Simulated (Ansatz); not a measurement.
# SiO2 (P3_221): the host for defect calculations, part 3 of 3

Before any defect goes in: SiO2 (P3_221) at rest, and how it screens a charge.

Ansatz 0.2.0; plane-wave PAW DFT, PBEsol; relaxation of the host's cell and atoms (the session's first sound run).

So far. Step 3 (Dielectric tensors of the host): The principal values of the electronic dielectric tensor are 2.49, 2.49 and 2.52. The principal values of the static dielectric tensor are 4.62, 4.62 and 4.85.

### Step 7. Defect free supercell relaxed from displaced atoms

This step: plane-wave PAW DFT, PBEsol; relaxation of the defect-free supercell from random displacements, a test of the host's stability (Ansatz 0.2.0).

File pristine.rattled/input.yaml:

```yaml
crystal:
  lattice:
    - [9.895973338, 0.0, 0.0]
    - [-4.947986669, 8.5701643059, 0.0]
    - [0.0, 0.0, 10.8824784213]
  atoms:
    - { symbol: Si, position: [0.0, 0.2351871553, 0.1666666666] }
    - { symbol: Si, position: [0.2648128447, 0.2648128447, 0.0] }
    - { symbol: Si, position: [0.2351871553, 0.0, 0.3333333334] }
    - { symbol: O, position: [0.0728038984, 0.3665324828, 0.2739032436] }
    - { symbol: O, position: [0.2937285843, 0.4271961016, 0.4405699104] }
    - { symbol: O, position: [0.1334675172, 0.2062714157, 0.107236577] }
    - { symbol: O, position: [0.2062714157, 0.1334675172, 0.392763423] }
    - { symbol: O, position: [0.4271961016, 0.2937285843, 0.0594300896] }
    - { symbol: O, position: [0.3665324828, 0.0728038984, 0.2260967564] }
    - { symbol: Si, position: [0.0, 0.2351871553, 0.6666666666] }
    - { symbol: Si, position: [0.2648128447, 0.2648128447, 0.5] }
    - { symbol: Si, position: [0.2351871553, 0.0, 0.8333333333] }
    - { symbol: O, position: [0.0728038984, 0.3665324828, 0.7739032436] }
    - { symbol: O, position: [0.2937285843, 0.4271961016, 0.9405699104] }
    - { symbol: O, position: [0.1334675172, 0.2062714157, 0.607236577] }
    - { symbol: O, position: [0.2062714157, 0.1334675172, 0.892763423] }
    - { symbol: O, position: [0.4271961016, 0.2937285843, 0.5594300896] }
    - { symbol: O, position: [0.3665324828, 0.0728038984, 0.7260967564] }
    - { symbol: Si, position: [0.0, 0.7351871553, 0.1666666666] }
    - { symbol: Si, position: [0.2648128447, 0.7648128447, 0.0] }
    - { symbol: Si, position: [0.2351871553, 0.5, 0.3333333334] }
    - { symbol: O, position: [0.0728038984, 0.8665324828, 0.2739032436] }
    - { symbol: O, position: [0.2937285843, 0.9271961016, 0.4405699104] }
    - { symbol: O, position: [0.1334675172, 0.7062714157, 0.107236577] }
    - { symbol: O, position: [0.2062714157, 0.6334675172, 0.392763423] }
    - { symbol: O, position: [0.4271961016, 0.7937285843, 0.0594300896] }
    - { symbol: O, position: [0.3665324828, 0.5728038984, 0.2260967564] }
    - { symbol: Si, position: [0.0, 0.7351871553, 0.6666666666] }
    - { symbol: Si, position: [0.2648128447, 0.7648128447, 0.5] }
    - { symbol: Si, position: [0.2351871553, 0.5, 0.8333333333] }
    - { symbol: O, position: [0.0728038984, 0.8665324828, 0.7739032436] }
    - { symbol: O, position: [0.2937285843, 0.9271961016, 0.9405699104] }
    - { symbol: O, position: [0.1334675172, 0.7062714157, 0.607236577] }
    - { symbol: O, position: [0.2062714157, 0.6334675172, 0.892763423] }
    - { symbol: O, position: [0.4271961016, 0.7937285843, 0.5594300896] }
    - { symbol: O, position: [0.3665324828, 0.5728038984, 0.7260967564] }
    - { symbol: Si, position: [0.5, 0.2351871553, 0.1666666666] }
    - { symbol: Si, position: [0.7648128447, 0.2648128447, 0.0] }
    - { symbol: Si, position: [0.7351871553, 0.0, 0.3333333334] }
    - { symbol: O, position: [0.5728038984, 0.3665324828, 0.2739032436] }
    - { symbol: O, position: [0.7937285843, 0.4271961016, 0.4405699104] }
    - { symbol: O, position: [0.6334675172, 0.2062714157, 0.107236577] }
    - { symbol: O, position: [0.7062714157, 0.1334675172, 0.392763423] }
    - { symbol: O, position: [0.9271961016, 0.2937285843, 0.0594300896] }
    - { symbol: O, position: [0.8665324828, 0.0728038984, 0.2260967564] }
    - { symbol: Si, position: [0.5, 0.2351871553, 0.6666666666] }
    - { symbol: Si, position: [0.7648128447, 0.2648128447, 0.5] }
    - { symbol: Si, position: [0.7351871553, 0.0, 0.8333333333] }
    - { symbol: O, position: [0.5728038984, 0.3665324828, 0.7739032436] }
    - { symbol: O, position: [0.7937285843, 0.4271961016, 0.9405699104] }
    - { symbol: O, position: [0.6334675172, 0.2062714157, 0.607236577] }
    - { symbol: O, position: [0.7062714157, 0.1334675172, 0.892763423] }
    - { symbol: O, position: [0.9271961016, 0.2937285843, 0.5594300896] }
    - { symbol: O, position: [0.8665324828, 0.0728038984, 0.7260967564] }
    - { symbol: Si, position: [0.5, 0.7351871553, 0.1666666666] }
    - { symbol: Si, position: [0.7648128447, 0.7648128447, 0.0] }
    - { symbol: Si, position: [0.7351871553, 0.5, 0.3333333334] }
    - { symbol: O, position: [0.5728038984, 0.8665324828, 0.2739032436] }
    - { symbol: O, position: [0.7937285843, 0.9271961016, 0.4405699104] }
    - { symbol: O, position: [0.6334675172, 0.7062714157, 0.107236577] }
    - { symbol: O, position: [0.7062714157, 0.6334675172, 0.392763423] }
    - { symbol: O, position: [0.9271961016, 0.7937285843, 0.0594300896] }
    - { symbol: O, position: [0.8665324828, 0.5728038984, 0.2260967564] }
    - { symbol: Si, position: [0.5, 0.7351871553, 0.6666666666] }
    - { symbol: Si, position: [0.7648128447, 0.7648128447, 0.5] }
    - { symbol: Si, position: [0.7351871553, 0.5, 0.8333333333] }
    - { symbol: O, position: [0.5728038984, 0.8665324828, 0.7739032436] }
    - { symbol: O, position: [0.7937285843, 0.9271961016, 0.9405699104] }
    - { symbol: O, position: [0.6334675172, 0.7062714157, 0.607236577] }
    - { symbol: O, position: [0.7062714157, 0.6334675172, 0.892763423] }
    - { symbol: O, position: [0.9271961016, 0.7937285843, 0.5594300896] }
    - { symbol: O, position: [0.8665324828, 0.5728038984, 0.7260967564] }
basis:
  ecutwfc: 420
  xc_grid: 2
hamiltonian:
  xc: pbesol
kpoints:
  mp_grid: { grid: [1, 1, 1], shift: [0.25, 0.25, 0.25] }
scf:
  occupations: { method: fermi_dirac, width: 0.01 }
  max_iter: 80
output:
  forces: true
relax:
  f_tol: 0.01
  max_steps: 120
  random_displacement: { amplitude: 0.08, seed: 6340 }
checkpoint:
  write: "../pristine.rattled.run"
  compress: false
  write_wavefunctions: false
  write_every: 100000
```

On the command line:

```
$ ansatz run input.yaml --threads 8 --pin off --max-ram 22609MiB --backend cpu --events-out ev --progress --plain --runs-dir out
```

Numbers of over 12 decimals in the logs are rounded to 6 here.

Output:

```text
[...]
Crystal: 72 atoms, lattice volume = 922.944 Å³
Basis set: ecut = 420 eV, 18049 PW (Γ), exchange–correlation on 144×144×150 points (8 copies of the dense FFT grid, shifted against one another)
Bands: 264, of which v1, the nominal top of the filled ones, is band 192 counted from 1 (191 counted from 0)
Symmetry: 1 space group operations
k-points: 1
[...]
SCF iter   1: F=—  HF=-41910.916297 eV  |F-HF|=—  |Δ(HF+E_count)|=         —  Δρ=1.22e-2  dr2=1.05e0  ethr=1.77e-3  ⟨swp⟩=7.0  Hψ=1274  notcnv=0  defer=34
[...]
SCF iter   7: F=-41910.619988 eV  HF=-41910.619988 eV  |F-HF|=6.17e-8  |Δ(HF+E_count)|=   7.15e-6  Δρ=1.20e-5  dr2=1.05e-6  ethr=6.51e-10  ⟨swp⟩=4.0  Hψ=796  notcnv=0
SCF 1 converged in 7 iterations: F = -41910.619988 eV  dr2 = 1.05e-6
[...]
relax step   1: F+E_penalty+E_count = -41910.61998819 eV  Δ(F+E_penalty+E_count) = +0.000e0 eV  max|allowed force component| = 6.752e0 eV/Å  Δτ_max = 0.0000 Å  (7 SCF iters, dr2 threshold 2.50e-6 eV, accepted)
[...]
relax step   2: F+E_penalty+E_count = -41915.44199696 eV  Δ(F+E_penalty+E_count) = -4.822e0 eV  max|allowed force component| = 3.807e0 eV/Å  Δτ_max = 0.0513 Å  (6 SCF iters, dr2 threshold 1.00e-4 eV, accepted)
relax step   3: F+E_penalty+E_count = -41918.73169477 eV  Δ(F+E_penalty+E_count) = -3.290e0 eV  max|allowed force component| = 9.918e-2 eV/Å  Δτ_max = 0.0759 Å  (7 SCF iters, dr2 threshold 1.00e-4 eV, accepted)
relax step   4: F+E_penalty+E_count = -41918.74365496 eV  Δ(F+E_penalty+E_count) = -1.196e-2 eV  max|allowed force component| = 6.597e-3 eV/Å  Δτ_max = 0.0361 Å  (7 SCF iters, dr2 threshold 6.15e-7 eV, accepted)
[...]
SCF iter   2: F=-41918.743655 eV  HF=-41918.743655 eV  |F-HF|=4.52e-8  |Δ(HF+E_count)|=   4.30e-5  Δρ=2.27e-6  dr2=4.29e-8  ethr=2.60e-11  ⟨swp⟩=3.0  Hψ=809  notcnv=0
SCF 5 converged in 2 iterations: F = -41918.743655 eV  dr2 = 4.29e-8
relax step   5: F+E_penalty+E_count = -41918.74365501 eV  Δ(F+E_penalty+E_count) = -5.197e-8 eV  max|allowed force component| = 6.626e-3 eV/Å  Δτ_max = 0.0000 Å  (2 SCF iters, accepted)
SCF converged after 2 iterations
Free energy (F): -41918.743655 eV
[...]
Internal energy: -41918.743655 eV  (E = F + TS)
E sigma→0 (E₀):  -41918.743655 eV
Fermi energy:    5.519258 eV
[...]
--- Forces (eV/Å), atoms counted from 1 ---
  atom   1  Si     0.00275235     0.00206516     0.00128474
  atom   2  Si    -0.00102659    -0.00037271    -0.00068213
  atom   3  Si     0.00269070     0.00303562     0.00037710
  atom   4  O      0.00294368    -0.00338450    -0.00074024
  atom   5  O      0.00057650     0.00142763    -0.00101300
  atom   6  O     -0.00268959    -0.00076821     0.00099477
  atom   7  O      0.00259669    -0.00184515    -0.00108969
  atom   8  O      0.00225968     0.00027230     0.00108256
  atom   9  O     -0.00573842    -0.00173479    -0.00017555
  atom  10  Si    -0.00020620     0.00522420    -0.00454670
  atom  11  Si     0.00193342     0.00121718     0.00184407
  atom  12  Si     0.00055222     0.00269538     0.00208082
  atom  13  O     -0.00084928    -0.00427543    -0.00234929
  atom  14  O      0.00280863    -0.00072436    -0.00202524
  atom  15  O      0.00020138     0.00080503     0.00368196
  atom  16  O     -0.00064893    -0.00323133    -0.00268139
  atom  17  O      0.00136201     0.00430796     0.00283949
  atom  18  O     -0.00305710     0.00096219    -0.00100034
  atom  19  Si     0.00134040     0.00443794    -0.00131280
  atom  20  Si    -0.00094222    -0.00050551    -0.00106108
  atom  21  Si     0.00402204     0.00282222     0.00199375
  atom  22  O      0.00093358    -0.00417138     0.00182816
  atom  23  O      0.00050214     0.00255666    -0.00100190
  atom  24  O     -0.00403280    -0.00287857     0.00243106
  atom  25  O      0.00219881    -0.00117849    -0.00332282
  atom  26  O      0.00151206     0.00154557     0.00114423
  atom  27  O     -0.00360130    -0.00281513     0.00112742
  atom  28  Si     0.00057765     0.00149900    -0.00351333
  atom  29  Si     0.00132898    -0.00100402     0.00084845
  atom  30  Si     0.00072203     0.00308965     0.00458130
  atom  31  O      0.00131401    -0.00662644    -0.00112375
  atom  32  O      0.00048910     0.00100320    -0.00070799
  atom  33  O     -0.00308610     0.00031426    -0.00049890
  atom  34  O     -0.00067058    -0.00330822    -0.00120412
  atom  35  O     -0.00044551     0.00592965     0.00175434
  atom  36  O     -0.00591193     0.00026722     0.00079547
  atom  37  Si     0.00025929     0.00365694    -0.00499550
  atom  38  Si     0.00066032     0.00056625    -0.00073086
  atom  39  Si     0.00362102     0.00145918     0.00023142
  atom  40  O     -0.00092561    -0.00416930    -0.00318268
[...]
atom  61  O     -0.00177735    -0.00256800    -0.00232077
  atom  62  O      0.00148724     0.00326648     0.00325844
  atom  63  O     -0.00571317    -0.00222533     0.00218984
  atom  64  Si    -0.00041776     0.00159974    -0.00213054
  atom  65  Si    -0.00015707    -0.00272648     0.00237664
  atom  66  Si     0.00326733     0.00155480     0.00094665
  atom  67  O     -0.00016579    -0.00389488    -0.00233655
  atom  68  O      0.00389255     0.00211308    -0.00319584
  atom  69  O     -0.00328337    -0.00228528     0.00176630
  atom  70  O      0.00241236    -0.00381738    -0.00000728
  atom  71  O     -0.00324121     0.00480808     0.00345950
  atom  72  O     -0.00573181    -0.00177775    -0.00009952
  max |Σ_I F_I| component: 8.28e-6 eV/Å
--- Relaxed structure (5 steps of the walk, 5 accepted, 0 SCFs on fresh bases) ---
  F+E_penalty+E_count = -41918.74365501 eV   max|allowed force component| = 6.626e-3 eV/Å
  atoms:
    - { symbol: Si, position: [-0.000611, 0.234603, 0.166787] }
    - { symbol: Si, position: [0.264909, 0.264609, 0.000680] }
    - { symbol: Si, position: [0.234694, -0.001050, 0.333800] }
    - { symbol: O, position: [0.071889, 0.365780, 0.274188] }
    - { symbol: O, position: [0.292781, 0.426006, 0.440792] }
    - { symbol: O, position: [0.133149, 0.205969, 0.107600] }
    - { symbol: O, position: [0.205473, 0.132294, 0.393077] }
    - { symbol: O, position: [0.427038, 0.293377, 0.060492] }
    - { symbol: O, position: [0.366272, 0.071974, 0.226740] }
    - { symbol: Si, position: [-6.235503763904471e-5, 0.234391, 0.667404] }
    - { symbol: Si, position: [0.264162, 0.263752, 0.500238] }
    - { symbol: Si, position: [0.235297, -0.000212, 0.833824] }
    - { symbol: O, position: [0.073180, 0.365819, 0.774560] }
    - { symbol: O, position: [0.294118, 0.427107, 0.941258] }
    - { symbol: O, position: [0.133092, 0.205212, 0.607699] }
    - { symbol: O, position: [0.206694, 0.133405, 0.893345] }
    - { symbol: O, position: [0.426723, 0.292812, 0.559403] }
    - { symbol: O, position: [0.366464, 0.072462, 0.726461] }
    - { symbol: Si, position: [-0.000362, 0.734261, 0.166783] }
    - { symbol: Si, position: [0.264965, 0.764471, 0.000267] }
    - { symbol: Si, position: [0.234253, 0.499095, 0.333773] }
    - { symbol: O, position: [0.072529, 0.865442, 0.274132] }
    - { symbol: O, position: [0.293195, 0.926211, 0.441129] }
    - { symbol: O, position: [0.133126, 0.705553, 0.107143] }
    - { symbol: O, position: [0.205313, 0.632388, 0.393526] }
    - { symbol: O, position: [0.427156, 0.793492, 0.060162] }
    - { symbol: O, position: [0.365672, 0.572202, 0.226595] }
    - { symbol: Si, position: [0.000121, 0.734866, 0.667380] }
    - { symbol: Si, position: [0.264482, 0.763943, 0.500649] }
    - { symbol: Si, position: [0.235622, 0.499576, 0.833708] }
    - { symbol: O, position: [0.072779, 0.866373, 0.774517] }
    - { symbol: O, position: [0.293903, 0.926922, 0.940967] }
    - { symbol: O, position: [0.133710, 0.705831, 0.608334] }
    - { symbol: O, position: [0.207033, 0.633419, 0.892819] }
    - { symbol: O, position: [0.427013, 0.792629, 0.559628] }
    - { symbol: O, position: [0.366857, 0.571937, 0.726342] }
    - { symbol: Si, position: [0.499802, 0.234435, 0.167479] }
    - { symbol: Si, position: [0.764182, 0.264200, 0.000306] }
    - { symbol: Si, position: [0.735087, -0.000576, 0.333762] }
    - { symbol: O, position: [0.572809, 0.365536, 0.274887] }
    - { symbol: O, position: [0.794301, 0.426904, 0.441040] }
    - { symbol: O, position: [0.633108, 0.205470, 0.107772] }
    - { symbol: O, position: [0.706451, 0.132998, 0.393330] }
    - { symbol: O, position: [0.926742, 0.293165, 0.059430] }
    - { symbol: O, position: [0.865787, 0.072139, 0.226038] }
    - { symbol: Si, position: [0.499764, 0.234790, 0.666827] }
    - { symbol: Si, position: [0.764982, 0.264399, 0.500533] }
    - { symbol: Si, position: [0.734702, -0.000618, 0.833906] }
    - { symbol: O, position: [0.572453, 0.366452, 0.773845] }
    - { symbol: O, position: [0.792577, 0.426499, 0.941094] }
    - { symbol: O, position: [0.633392, 0.206028, 0.607568] }
    - { symbol: O, position: [0.705680, 0.132996, 0.892929] }
    - { symbol: O, position: [0.927098, 0.293055, 0.560281] }
    - { symbol: O, position: [0.866417, 0.072115, 0.726932] }
    - { symbol: Si, position: [0.499574, 0.734516, 0.167401] }
    - { symbol: Si, position: [0.764170, 0.764175, 0.000623] }
    - { symbol: Si, position: [0.735375, 0.499377, 0.333813] }
    - { symbol: O, position: [0.572488, 0.865574, 0.274861] }
    - { symbol: O, position: [0.794310, 0.926937, 0.440779] }
    - { symbol: O, position: [0.632965, 0.705428, 0.108004] }
    - { symbol: O, position: [0.706769, 0.633106, 0.393117] }
    - { symbol: O, position: [0.926623, 0.792893, 0.059767] }
    - { symbol: O, position: [0.866230, 0.571805, 0.226177] }
    - { symbol: Si, position: [0.500122, 0.734492, 0.666936] }
    - { symbol: Si, position: [0.765331, 0.764559, 0.500286] }
    - { symbol: Si, position: [0.734614, 0.499682, 0.833726] }
    - { symbol: O, position: [0.572562, 0.865814, 0.774225] }
    - { symbol: O, position: [0.792813, 0.926631, 0.941516] }
    - { symbol: O, position: [0.633994, 0.706185, 0.607541] }
    - { symbol: O, position: [0.705623, 0.633138, 0.893109] }
    - { symbol: O, position: [0.927624, 0.793248, 0.559761] }
    - { symbol: O, position: [0.866452, 0.572640, 0.726857] }
```

The job ended after 26 s (8 threads of Arm Neoverse V2, shared host; peak memory 1.6 GiB).

The steps of the relaxation:

```tsv
step	energy less that of the first step (eV)	largest force component (eV/Å)
1	0.0000	6.7516
2	-4.8220	3.8073
3	-8.1117	0.0992
4	-8.1237	0.0066
5	-8.1237	0.0066
```

The relaxation ends 113 meV an atom lower than the displaced start, with a largest force component of 0.0066 eV/Å.

### Step 8. Outcome

```
primitive cell vectors, lengths                                      : 4.948, 4.948, 5.441 Å
electronic dielectric constant                                       : principal values (2.49, 2.49, 2.52)
static dielectric constant                                           : principal values (4.62, 4.62, 4.85)
gap on the k-mesh of the response run (PBEsol)                       : 5.72 eV
supercell relaxed in its symmetry less the displaced and relaxed one : 0.000 eV
energy an atom at one point at (¼, ¼, ¼) less that on the dense mesh : 0.000 eV
```

Step 7: The energy fell by 8.124 eV from the randomly displaced start; against the sites as typed, O34 ends farthest off, by 0.01 Å, once the mean shift is taken out. The displaced cell ends within 0.01 eV of the symmetric one relaxed in its symmetry, so no lower structure shows in this supercell. The k-mesh can miss the band edges, so this gap is an upper bound at this level. All at zero temperature.

[Logs are printed without paths, hosts, clocks, repeated set-up lines and the standing remarks that a program may print on its own settings, such as how far it seeks lower states.]

[Hosts, paths, dates, database ids (printed as entryN), source tags and the programs' standing remarks are cut or masked in the printed files.]

[Runs of the host that timed out are not shown.]

[For some hosts the program warned that the k-mesh of the response run may be too coarse for force constants and the static dielectric constant; such warnings are not always shown.]
